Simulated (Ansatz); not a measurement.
**Titanium, omega (AlB2-type) under PBE: from relaxation to bulk modulus**

What does PBE give for titanium in the omega (AlB2-type) structure? We relax it, solve it on a dense k-mesh, then scale the cell to 7 volumes from 88 to 112 % of the relaxed one and try a fit of the equation of state. The start is ferromagnetic. The k-meshes are 8×8×11 for the relaxation; 11×11×15 for the dense run; 11×11×15 for the volumes.

Method: DFT PBE, plane waves (420 eV) with PAW, scalar-relativistic, in Ansatz 0.2.0.

### Step 1. The structure to begin with

It takes space group P6/mmm (No. 191, hexagonal). The conventional cell has a = 4.638 Å, b = 4.638 Å, c = 2.843 Å, α = 90.00°, β = 90.00°, γ = 120.00°. Around Ti (site symmetry 6/mmm) lie 14 Ti at 2.84 to 3.03 Å. Ti (site symmetry -6m2) has 11 Ti at 2.68 to 3.03 Å as nearest neighbours.

Coordinates:

```xyz
3
Lattice="4.6383 0.0000 0.0000 -2.3191 4.0169 0.0000 0.0000 0.0000 2.8433" Properties=species:S:1:pos:R:3 pbc="T T T"
Ti    0.0000    0.0000    0.0000
Ti    0.0000    2.6779    1.4216
Ti    2.3191    1.3390    1.4216
```

Starting moments (μB): +1 ×3.

### Step 2. Geometry optimisation

Contents of input.yaml:

```yaml
crystal:
  lattice:
    - [4.6382998794, 0.0, 0.0]
    - [-2.3191499397, 4.0168855259, 0.0]
    - [0.0, 0.0, 2.8432778261]
  atoms:
    - { symbol: Ti, position: [0.0, 0.0, 0.0], spin: 1.0 }
    - { symbol: Ti, position: [0.3333333333, 0.6666666667, 0.5], spin: 1.0 }
    - { symbol: Ti, position: [0.6666666667, 0.3333333333, 0.5], spin: 1.0 }
hamiltonian:
  xc: pbe
  pseudopotentials:
    kind: paw
    azcp:
      Ti: "pseudopotentials/Ti.paw.azcp"
basis:
  ecutwfc: 420
  fft_grid_basis: typed
kpoints:
  mp_grid: { grid: [8, 8, 11], shift: [0, 0, 0] }
magnetization:
  spin_polarized: true
scf:
  occupations: { method: fermi_dirac, width: 0.05 }
relax:
  max_steps: 60
  f_tol: 0.01
  cell: {}
```

Further steps of the session: The energy on a finer k-mesh; Equation of state: 88 %; Equation of state: 92 %; Equation of state: 96 %; Equation of state: 100 %; Equation of state: 104 %; Equation of state: 108 %; Equation of state: 112 %.

Before running it: what results should come out? Wanted: space group; conventional cell; volume; shortest distance; gap on the mesh; magnetic state; relative to hcp; V₀, B₀, B₀′.

**Answer**, as computed:

| quantity | value |
| --- | --- |
| space group (spins left aside) | P6/mmm (No. 191) |
| conventional cell | a = 4.580 Å, c = 2.830 Å (c/a = 0.618) |
| volume | 17.142 Å³/atom |
| shortest distance | 2.644 Å |
| gap on the mesh | none (levels filled in part) |
| magnetic state | non-magnetic |
| relative to hcp | -5 meV/atom |
| V₀, B₀, B₀′ | 17.145 Å³/atom, 112 GPa, 3.6 |

**Reading.** The relaxation shrank the cell by 2.9 % in volume. Against the reference form of titanium (hcp, computed apart with the same settings) it stands 5 meV/atom lower, so this level prefers it, against what is seen in nature. The starting moments do not survive. Levels at the Fermi energy are filled in part, as in a metal. B₀ comes out at 112 GPa; letting shape and positions relax at each volume could only lower it. The symmetry was held, so the structure may be unstable against distortions that break it.
